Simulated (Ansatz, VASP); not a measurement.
# SiO2 in VASP and in Ansatz

```xyz
6
Lattice="4.3993 0.0000 0.0000 0.0000 4.3993 0.0000 0.0000 0.0000 2.5261" Properties=species:S:1:pos:R:3 pbc="T T T"
Si    2.1996    2.1996    1.2630
Si    0.0000    0.0000    0.0000
O     3.0550    3.0550    0.0000
O     0.8553    3.5439    1.2630
O     1.3443    1.3443    0.0000
O     3.5439    0.8553    1.2630
```

Alike in both runs: task single point; functional LDA; k mesh 6 × 6 × 10; occupations gaussian, width 0.05 eV; no spin polarisation.

|  | VASP | Ansatz |
| --- | --- | --- |
| version | VASP 6.6.1 | Ansatz 0.2.0 |
| potentials or method | VASP PAW LDA potentials, release 64 (Si, O) | scalar-relativistic, plane waves, PAW |
| plane-wave cutoff (eV) | 520 | 520 |
| valence electrons in the cell | 32 | 32 |

Ansatz gave:

| Quantity | Value |
| --- | --- |
| gap on the k mesh at the Fermi level (eV) | 4.93 |
| least direct gap on the mesh (eV) | 4.93 |
| pressure (GPa) | -11.7 |
| largest component of the traceless stress (GPa) | 32.35 |
| rms of the force components (eV/Å) | 0.607 |

Task: Which values does VASP return?

Result: gap on the k mesh at the Fermi level (eV): 4.92; least direct gap on the mesh (eV): 4.92; pressure (GPa): -10.7; largest component of the traceless stress (GPa): 33.29; rms of the force components (eV/Å): 0.572.

Atom by atom the forces differ by 0.034 eV/Å (rms over components). Ansatz warned: «pseudo_functional_mismatch».

Caveats: forces of over 1 eV/Å show positions far from the minimum, so gaps and moduli don't describe the material at rest. A k mesh can miss the band edges.
